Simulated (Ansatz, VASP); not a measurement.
## Si in VASP and in Ansatz

The input INCAR:

```
ALGO = Normal
EDIFF = 1E-6
EDIFFG = -0.005
ENCUT = 600
GGA = PE
IBRION = 2
ISIF = 3
ISMEAR = 0
LASPH = T
LCHARG = F
LREAL = F
LWAVE = F
NELM = 100
NSW = 70
PREC = Accurate
SIGMA = 0.1
```

Contents of KPOINTS:

```
k-points
0
Gamma
  18 18 10
```

Contents of POSCAR:

```
Si
1.0
    2.6369973686      0.0000000000      0.0000000000
   -1.3184986843      2.2837067109      0.0000000000
    0.0000000000      0.0000000000      4.5089914132
Si
2
Direct
    0.3333333333      0.6666666667      0.2500000000
    0.6666666667      0.3333333333      0.7500000000
```

Input for Ansatz:

```yaml
crystal:
  lattice:
    - [2.6369973686, 0.0, 0.0]
    - [-1.3184986843, 2.2837067109, 0.0]
    - [0.0, 0.0, 4.5089914132]
  atoms:
    - { symbol: Si, position: [0.3333333333, 0.6666666667, 0.25] }
    - { symbol: Si, position: [0.6666666667, 0.3333333333, 0.75] }
basis:
  ecutwfc: 420
kpoints:
  mp_grid: { grid: [18, 18, 10] }
hamiltonian:
  xc: pbe
scf:
  occupations: { method: gaussian, width: 0.1 }
output:
  forces: true
  stress: true
  eigenvalues: true
relax:
  adjacent_minimum: "off"
  f_tol: 0.005
  max_steps: 50
  cell: { stress_tol: 0.05 }
```

Alike in both runs: task relaxation of cell and atoms; functional PBE; k mesh 18 × 18 × 10; occupations gaussian, width 0.1 eV; no spin polarisation.

|  | VASP | Ansatz |
| --- | --- | --- |
| version | VASP 6.6.1 | Ansatz 0.2.0 |
| potentials or method | VASP PAW PBE potentials, release 64 (Si) | scalar-relativistic, plane waves, PAW |
| plane-wave cutoff (eV) | 600 | 420 |
| valence electrons in the cell | 8 | 8 |

```csv
,VASP,Ansatz,Ansatz less VASP
"gap on the k mesh at the Fermi level, each at its own relaxed structure (eV)",none,none,-
relaxed volume (Å³/atom),14.37,14.36,-0.006
relaxed cell length with the largest relative difference (Å),2.686,2.685,-0.0004
energy change over the relaxation (meV/atom),-13,-13,-0.2
```

A gap of «none» marks a metal or a gap that the smearing closes.
